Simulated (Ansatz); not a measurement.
# Tetragonal AgI monolayer in a perpendicular field, part 2 of 2

Wanted: the out-of-plane response of the tetragonal AgI monolayer. A positive field points along +c.

Ansatz 0.2.0; plane-wave DFT, PBE-D3(BJ), Ansatz PAW (set soft_1); PAW set soft_1.

So far. Step 2 (Relaxing the slab): The lattice constant a goes from 4.600 to 4.326 Å.

## 3. Single point, field 0

A sawtooth potential applies the field, turning back in the middle of the vacuum. With the dipole correction the typed value is the field outside the slab. The induced dipole is small, so the SCF threshold is tight.

The cell differs from the one that the last finished run ended in (c 37.555 → 21.862 Å).

Input file input.yaml:

```yaml
crystal:
  lattice:
    - [4.3262605358, 0.0, 0.0]
    - [0.0, 4.3262605358, 0.0]
    - [0.0, 0.0, 21.8616599458]
  atoms:
    - { symbol: I, position: [0.5, 0.0, 0.4116796264] }
    - { symbol: Ag, position: [0.0, 0.0, 0.5] }
    - { symbol: Ag, position: [0.5, 0.5, 0.5] }
    - { symbol: I, position: [0.0, 0.5, 0.5883203736] }
kpoints:
  mp_grid: { grid: [10, 10, 1] }
  band_path:
    path: [[0, 0, 0], [0.5, 0, 0], [0.5, 0.5, 0], [0, 0, 0]]
    npoints: 16
hamiltonian:
  xc: pbe
  dispersion: d3bj
  pseudopotentials: { kind: paw, azcp: { folder: soft_1 } }
scf:
  occupations: { method: fermi_dirac, width: 0.02585 }
  convergence: { dr2_threshold: 1.0e-10 }
efield:
  axis: 3
  dipole_correction: true
  ramp_position: 0.97
  ramp_width: 0.06
  amplitude: 0
output:
  dos: { projected: true, e_range: [-6, 5] }
  write_potential: true
  write_density: true
  volumetric_format: npy
  elf: true
```

Run with:

```sh
$ ansatz run input.yaml --threads 2 --pin off --max-ram 3072MiB --backend cpu --events-out ev --progress --plain --runs-dir out
```

Numbers of over 12 decimals in the logs are rounded to 6 here.

Log:

```text
[...]
Crystal: 4 atoms, lattice volume = 409.174 Å³
Basis set: ecut = 420 eV, 7961 PW (Γ)
Bands: 44, of which v1, the nominal top of the filled ones, is band 36 counted from 1 (35 counted from 0)
Symmetry: 8 space group operations
k-points: 21 of 100
[...]
SCF iter   1: F=—  HF=-30209.543050 eV  |F-HF|=—  |Δ(HF+E_count)|=         —  Δρ=1.34e-2  dr2=1.13e0  ethr=1.60e-3  p=0.000 e·Å  D=5.57e-14 V/Å  ΔV_dip=-0.00 eV  dr2_dipole=5.96e-10  V_vac-E_F(+/−)=4.70/4.70 eV  ⟨swp⟩=1.4  Hψ=5912  notcnv=0
efield: sawtooth ramp at fractional position 0.9700 (set: `efield.ramp_position`, or a place that a band, a saddle search or an elastic batch's reference lends), width 0.0600; the density the first Hamiltonian is built on has a dipole p = 0.000 e·Å; the dipole correction subtracts the counter field D = 5.57e-14 V/Å, which shifts the + side's vacuum level by -0.00 eV against the − side's; the planar-averaged density in the ramp window peaks in size at 7.0e-6 e/Å³
[...]
SCF iter   2: F=—  HF=-30209.302424 eV  |F-HF|=—  |Δ(HF+E_count)|=   2.41e-1  Δρ=6.05e-3  dr2=1.19e-1  ethr=1.57e-3  p=0.000 e·Å  D=4.89e-6 V/Å  ΔV_dip=-0.00 eV  dr2_dipole=9.04e-10  V_vac-E_F(+/−)=4.87/4.87 eV  ⟨swp⟩=3.6  Hψ=1604  notcnv=0
[...]
SCF iter  13: F=-30209.271446 eV  HF=-30209.271446 eV  |F-HF|=5.46e-11  |Δ(HF+E_count)|=  3.64e-12  Δρ=6.90e-8  dr2=2.73e-11  ethr=1.00e-12  p=0.000 e·Å  D=1.32e-8 V/Å  ΔV_dip=-0.00 eV  dr2_dipole=2.89e-15  V_vac-E_F(+/−)=4.57/4.57 eV  ⟨swp⟩=2.0  Hψ=1764  notcnv=0
SCF 1 converged in 13 iterations: F = -30209.271446 eV  dr2 = 2.73e-11
[...]
NSCF: frozen V_eff on 49 k-points
efield: sawtooth ramp at fractional position 0.9700 (kept from the solve that this one continues, or follows in the run), width 0.0600; the density the first Hamiltonian is built on has a dipole p = 0.000 e·Å; the dipole correction subtracts the counter field D = 1.32e-8 V/Å, which shifts the + side's vacuum level by -0.00 eV against the − side's; the planar-averaged density in the ramp window peaks in size at 6.7e-6 e/Å³
[...]
SCF converged after 13 iterations
Free energy (F): -30209.271446 eV
[...]
Internal energy: -30209.271446 eV  (E = F + TS)
E sigma→0 (E₀):  -30209.271446 eV
Fermi energy:    -0.505510 eV
Dipole field:    D = -0.000000 V/Å  (p = -0.000000 e·Å, saw-weighted, corrected)
Work function:   Φ+ = 4.5659 eV   Φ− = 4.5659 eV
Levels:          The Fermi level and band energies are counted from a zero that moves with the ramp; work functions are not
[...]
--- Band table (eV; the first three rows and the last of 21) ---
  k-point 0: bands = [... 32 lower, -2.7380, -2.6379, -1.5637, -1.5637, 0.5017, 2.6334, 3.2189, 3.7834, ... 4 higher]
  k-point 1: bands = [... 32 lower, -2.6303, -2.5773, -1.7482, -1.5687, 0.6688, 2.7746, 3.1269, 3.8147, ... 4 higher]
  k-point 2: bands = [... 32 lower, -2.4978, -2.4183, -2.0991, -1.5875, 0.9978, 2.3752, 3.4176, 4.0140, ... 4 higher]
  k-point 20: bands = [... 32 lower, -3.2825, -3.2825, -2.9043, -2.9043, 2.3936, 2.3936, 2.4773, 2.4773, ... 4 higher]
```

It took 40 s on 2 threads of Arm Neoverse V2, shared host; peak memory 0.89 GiB.

The column dr2 measures how far the density is from self-consistency, as an energy; F and HF (Harris–Foulkes) agree once it is small.

Numbers from this step:

| Item | Value |
| --- | --- |
| dipole along the normal | -8.45e-8 e·Å |
| gap along the path | 2.065 eV |
| smallest direct gap along the path | 2.065 eV |
| ionisation energy, upper face | 5.624 eV |
| electron affinity, upper face | 3.559 eV |
| gap, the smaller of path and mesh | 2.065 eV |

Running mean over a fixed 2.8 Å (it still follows the layers) of the planar mean; the ramp of the sawtooth is left out. Electron's electrostatic potential energy less the Fermi level against z:

| z (Å) | electron's electrostatic potential energy less the Fermi level (eV) |
| --- | --- |
| 3.0 | 4.57 |
| 3.5 | 4.57 |
| 4.0 | 4.57 |
| 4.5 | 4.57 |
| 5.0 | 4.56 |
| 5.5 | 4.56 |
| 6.0 | 4.52 |
| 6.5 | 4.38 |
| 7.0 | 3.73 |
| 7.5 | 2.39 |
| 8.0 | 0.959 |
| 8.5 | -0.316 |
| 9.0 | -1.59 |
| 9.5 | -3.35 |
| 10.0 | -4.40 |
| 10.5 | -4.49 |
| 11.0 | -4.28 |
| 11.5 | -4.57 |
| 12.0 | -4.20 |
| 12.5 | -2.89 |
| 13.0 | -1.15 |
| 13.5 | -0.0118 |
| 14.0 | 1.36 |
| 14.5 | 2.78 |
| 15.0 | 4.00 |
| 15.5 | 4.44 |
| 16.0 | 4.54 |
| 16.5 | 4.56 |
| 17.0 | 4.56 |
| 17.5 | 4.57 |
| 18.0 | 4.57 |
| 18.5 | 4.57 |

The density of states has structure finer than the step of the table below, so its rows give means over 0.25 eV, whole bins alone (the curve runs from -6 to 2.99 eV). Peaks (eV: height): -5.150: 15.6, -4.840: 19.3, -4.480: 31.4, -4.370: 24.3, -4.100: 14.2, -3.820: 17.1, -2.000: 16.4.

Density of states against energy, zero at the Fermi level of the run, which the smearing sets inside the gap; means over each step:

```csv
energy (eV),density of states (states/eV a cell)
-5.75,0.363
-5.50,4.05
-5.25,10.6
-5.00,12.9
-4.75,8.85
-4.50,11.8
-4.25,11.5
-4.00,11.5
-3.75,11.5
-3.50,5.04
-3.25,4.25
-3.00,1.28
-2.75,2.00
-2.50,2.66
-2.25,5.87
-2.00,10.3
-1.75,4.61
-1.50,3.72
-1.25,3.32
-1.00,0.493
-0.75,0
-0.50,0
-0.25,0
0.00,0
0.25,0
0.50,0
0.75,0
1.00,0.0822
1.25,0.474
1.50,0.635
1.75,0.972
2.00,2.50
2.25,2.87
2.50,2.86
2.75,2.97
```

Projected DOS per atom over height of the atomic layer and energy from the Fermi level. Layers: I Ag2 I from below.

Ten even steps from '_' (0.00 states/eV) to '@' (5.04 states/eV), each cell a mean:
```
__..__
__..__
__..__
______
______
______
______
______
______
______
::__::
--..--
++::++
..__..
______
..::..
__@@__
..@@..
::##::
--@@--
..==..
______
```
Columns: height of the atomic layer (Å) from 9 to 12.9; rows upwards: energy from the Fermi level (eV) from -5.96 to 2.95.

Electronic bands along the path, in eV, zero at the Fermi level of the run, which the smearing sets inside the gap:

| point | band 33 | band 34 | band 35 | band 36 | band 37 | band 38 | band 39 | band 40 |
| --- | --- | --- | --- | --- | --- | --- | --- | --- |
| Γ | -2.23 | -2.13 | -1.06 | -1.06 | 1.01 | 3.14 | 3.72 | 4.29 |
| halfway | -1.96 | -1.80 | -1.75 | -1.10 | 1.66 | 2.61 | 4.09 | 4.62 |
| X | -1.99 | -1.99 | -1.32 | -1.32 | 2.00 | 2.00 | 4.84 | 4.84 |
| halfway | -2.45 | -2.45 | -1.85 | -1.85 | 2.50 | 2.50 | 3.95 | 3.95 |
| M | -2.78 | -2.78 | -2.40 | -2.40 | 2.90 | 2.90 | 2.98 | 2.98 |
| halfway | -2.31 | -2.04 | -1.96 | -1.61 | 2.22 | 3.18 | 3.37 | 4.63 |
| Γ | -2.23 | -2.13 | -1.06 | -1.06 | 1.01 | 3.14 | 3.72 | 4.29 |

Electrostatic potential energy in the ca plane at fractional y = 0.000, with atoms of I and Ag within 0.2 Å of it. With pseudopotentials it is smooth inside the atoms' cores, unlike the true potential.

Ten even steps from '0' (-30 eV) to '9' (4 eV), each cell a mean:
```
99999999999999999999986123038999999999999999
99999999999999999999887410268999999999999999
99999999999999999875578876789999999999999999
99999999999999998600015889999999999999999999
99999999999999998204402799999999999999999999
99999999999999997107701799999999999999999999
99999999999999998401004899999999999999999999
99999999999999999741147888899999999999999999
99999999999999999988888643589999999999999999
99999999999999999999987200048999999999999999
99999999999999999999985047127999999999999999
```
Columns run along c (16.0 Å, from fractional 0.09 to 0.82 of the cell; values clipped at the 3rd and 97th percentile), rows up along a (4.3 Å). Atoms in or near the plane, at fractional coordinates: I at (0.41, 0.50), Ag at (0.50, 0.00).

ELF in the ca plane at fractional y = 0.000, with atoms of I and Ag within 0.2 Å of it. It is the smooth field of the valence electrons, not physical close to the nuclei.

Ten even steps from '0' (0.00) to '9' (0.79), each cell a mean:
```
00000000000000000112112578642100000000000000
00000000000000124677632355431100000000000000
00000000000001358999884222221000000000000000
00000000000002479975567521110000000000000000
00000000000002589853346631000000000000000000
00000000000002589844436741000000000000000000
00000000000002589963357621100000000000000000
00000000000001369997786312211000000000000000
00000000000000246899863234321000000000000000
00000000000000012344322466532100000000000000
00000000000000000000113589742100000000000000
```
Columns run along c (16.0 Å, from fractional 0.09 to 0.82 of the cell), rows up along a (4.3 Å). Atoms in or near the plane, at fractional coordinates: I at (0.41, 0.50), Ag at (0.50, 0.00).

Valence density in the ca plane at fractional y = 0.000, with atoms of I and Ag within 0.2 Å of it. It is the smooth field of the valence electrons, not physical close to the nuclei.

Values in units of 1e0 e/Å³, 6 rows by 16 columns, each cell a mean:
```
0.0 0.0 0.0 0.0 0.0 0.0 0.1 0.1 3.0 6.6 0.2 0.0 0.0 0.0 0.0 0.0
0.0 0.0 0.0 0.0 0.0 0.0 0.4 0.8 0.4 0.3 0.1 0.0 0.0 0.0 0.0 0.0
0.0 0.0 0.0 0.0 0.0 0.1 2.7 7.9 0.4 0.1 0.0 0.0 0.0 0.0 0.0 0.0
0.0 0.0 0.0 0.0 0.0 0.1 1.9 5.5 0.4 0.1 0.0 0.0 0.0 0.0 0.0 0.0
0.0 0.0 0.0 0.0 0.0 0.0 0.2 0.4 0.6 0.9 0.1 0.0 0.0 0.0 0.0 0.0
0.0 0.0 0.0 0.0 0.0 0.0 0.0 0.1 4.4 9.8 0.3 0.0 0.0 0.0 0.0 0.0
```
Columns run along c (16.0 Å, from fractional 0.09 to 0.82 of the cell), rows up along a (4.3 Å). Atoms in or near the plane, at fractional coordinates: I at (0.41, 0.50), Ag at (0.50, 0.00).

The gap is 2.07 eV, with the valence edge 5.62 eV and the conduction edge 3.56 eV under the upper vacuum level. Spin-orbit coupling, left out in this run, matters for the bands of elements this heavy.

## 4. Atoms held, field 0.1 V/Å

input.yaml: that of step 3 with these lines changed.

```diff
@@ -25,7 +25,6 @@
   dipole_correction: true
-  ramp_position: 0.97
-  ramp_width: 0.06
-  amplitude: 0
+  ramp_position: 0.9584
+  ramp_width: 0.0833
+  amplitude: 0.1
 output:
-  dos: { projected: true, e_range: [-6, 5] }
   write_potential: true
@@ -33,2 +32 @@
   volumetric_format: npy
-  elf: true
```

Log:

```text
[...]
Crystal: 4 atoms, lattice volume = 409.174 Å³
Basis set: ecut = 420 eV, 7961 PW (Γ)
Bands: 44, of which v1, the nominal top of the filled ones, is band 36 counted from 1 (35 counted from 0)
Symmetry: 8 space group operations
k-points: 21 of 100
[...]
k-point 0: bands = [... 32 lower, -2.7388, -2.6385, -1.5641, -1.5641, 0.5003, 2.6280, 3.2181, 3.5210, ... 4 higher]
  k-point 1: bands = [... 32 lower, -2.6311, -2.5779, -1.7486, -1.5691, 0.6675, 2.7681, 3.1257, 3.5713, ... 4 higher]
  k-point 2: bands = [... 32 lower, -2.4985, -2.4192, -2.0995, -1.5878, 0.9966, 2.3729, 3.4148, 3.7564, ... 4 higher]
  k-point 20: bands = [... 32 lower, -3.2962, -3.2701, -2.9048, -2.9048, 2.3927, 2.3927, 2.4754, 2.4774, ... 4 higher]
[key lines of the parts left out:]
SCF converged after 12 iterations
Free energy (F): -30209.274383 eV
Fermi energy:    -0.506386 eV
Dipole field:    D = 0.025982 V/Å  (p = 0.058752 e·Å, saw-weighted, corrected)
```

Run time: 37 s. Hardware: 2 threads; peak memory 0.76 GiB.

The dipole is 0.0588 e·Å, and the gap 2.064 eV.

## 5. Single point, field -0.1 V/Å

input.yaml: that of step 4 with these lines changed.

```diff
@@ -27,3 +27,3 @@
   ramp_width: 0.0833
-  amplitude: 0.1
+  amplitude: -0.1
 output:
```

Log:

```text
[...]
Crystal: 4 atoms, lattice volume = 409.174 Å³
Basis set: ecut = 420 eV, 7961 PW (Γ)
Bands: 44, of which v1, the nominal top of the filled ones, is band 36 counted from 1 (35 counted from 0)
Symmetry: 8 space group operations
k-points: 21 of 100
[...]
k-point 0: bands = [... 32 lower, -2.7387, -2.6383, -1.5639, -1.5639, 0.5005, 2.6282, 3.2182, 3.5211, ... 4 higher]
  k-point 1: bands = [... 32 lower, -2.6309, -2.5778, -1.7485, -1.5690, 0.6676, 2.7683, 3.1259, 3.5714, ... 4 higher]
  k-point 2: bands = [... 32 lower, -2.4983, -2.4190, -2.0993, -1.5876, 0.9967, 2.3730, 3.4150, 3.7565, ... 4 higher]
  k-point 20: bands = [... 32 lower, -3.2960, -3.2699, -2.9046, -2.9046, 2.3928, 2.3928, 2.4755, 2.4776, ... 4 higher]
[key lines of the parts left out:]
SCF converged after 12 iterations
Free energy (F): -30209.274383 eV
Fermi energy:    -0.506224 eV
Dipole field:    D = -0.025982 V/Å  (p = -0.058753 e·Å, saw-weighted, corrected)
```

It took 35 s on 2 threads; peak memory 0.76 GiB.

The dipole is -0.0588 e·Å, and the gap 2.064 eV.

## 6. Response, atoms held

This step: plane-wave DFT, PBE-D3(BJ), Ansatz PAW (set soft_1); response to a field along the normal, atoms held; PAW set soft_1 (Ansatz 0.2.0).

The dipoles give the slope, and the difference of two potentials shows where the field is screened.

Numbers from this step:

```
equivalent conductor thickness p/(ε₀AE) : 5.680 Å
distance between the outer atoms        : 3.862 Å
```

Table of dipole of the cell by applied field:

```
applied field (V/Å)  dipole of the cell (e·Å)
            -0.1000                   -0.0588
             0.0000                   -8.5e-8
             0.1000                    0.0588
```

Local field over the applied field, running mean. From the potentials at -0.1 and 0.1 V/Å; running mean over 2.5 Å. Local field over applied field against z:

```csv
z (Å),local field over applied field
4.08,0.999
4.52,0.998
4.81,0.997
5.25,0.992
5.54,0.986
5.98,0.965
6.27,0.939
6.70,0.868
7.00,0.798
7.43,0.666
7.72,0.569
8.16,0.423
8.45,0.333
8.89,0.220
9.33,0.149
9.62,0.124
10.06,0.111
10.35,0.111
10.79,0.114
11.08,0.114
11.51,0.111
11.81,0.111
12.24,0.124
12.53,0.149
12.97,0.220
13.41,0.333
13.70,0.423
14.14,0.569
14.43,0.666
14.87,0.798
15.16,0.868
15.59,0.939
15.89,0.965
16.32,0.986
16.61,0.992
17.05,0.997
17.34,0.998
17.78,0.999
```

Electrons, planar mean, per unit field. The induced electron density by z:

```
z (Å)  induced electron density (e/Å³ per V/Å)
  4.5                                   5.9e-6
  5.0                                   1.9e-5
  5.5                                   5.9e-5
  6.0                                   1.7e-4
  6.5                                   4.8e-4
  7.0                                  0.00120
  7.5                                  0.00253
  8.0                                  0.00325
  8.5                                  0.00168
  9.0                                   6.0e-4
  9.5                                   2.3e-5
 10.0                                  -3.4e-4
 10.5                                   8.5e-5
 11.0                                   3.6e-5
 11.5                                  -6.3e-5
 12.0                                   3.1e-4
 12.5                                  -8.5e-5
 13.0                                  -9.3e-4
 13.5                                 -0.00210
 14.0                                 -0.00330
 14.5                                 -0.00213
 15.0                                  -9.4e-4
 15.5                                  -3.6e-4
 16.0                                  -1.3e-4
 16.5                                  -4.3e-5
 17.0                                  -1.4e-5
 17.5                                  -4.2e-6
```

The smaller of the gaps on the path and on the k-mesh, counted as 0 under 0.03 eV. The gap stays at 2.06 eV for applied field from -0.1 to 0.1 V/Å.

By hand: between -0.1 and 0.1 V/Å the dipole changes by 0.1175 e·Å, a slope of 0.5875 e·Å²/V. A perfect conductor of thickness t has p = ε₀AEt, so t = 180.95 × 0.5875 / 18.717 = 5.68 Å (e/ε₀ = 180.95 V·Å, A in Å²).

The induced dipole is that of a conductor 5.68 Å thick.

## 7. Outcome

| Quantity | Value |
| --- | --- |
| gap without field | 2.07 eV |
| ionisation energy, upper face | 5.62 eV |
| electron affinity, upper face | 3.56 eV |
| equivalent conductor thickness, atoms held | 5.68 Å |

The induced dipole equals that of a perfect conductor 5.68 Å thick, while the outer atoms lie 3.86 Å apart; an out-of-plane ε follows only once a thickness t is chosen, by 1 − 1/ε = 5.68 Å / t. The gap stays within 0.01 eV of 2.07 eV over the fields run, up to 0.1 V/Å in size. Semilocal functionals give gaps that are too small, and excitons are not included. Spin-orbit coupling is left out, which matters for the bands of elements this heavy.

[Logs are printed without paths, hosts, clocks, repeated set-up lines and the standing remarks that a program may print on its own settings, such as how far it seeks lower states.]

[Hosts, paths, dates, database ids (printed as entryN), source tags and the programs' standing remarks are cut or masked in the printed files.]

[Maps of the electrostatic potential energy from Ansatz leave out the sawtooth potential of an applied field or a dipole correction, so their vacuum need not be flat; planar profiles and work functions include it.]

[The density of states shown here was stored with 400 of the rows of the run's finer table, so its peaks can read low, often by over a quarter, or be missed, and its means over a window can be off by a tenth or more.]
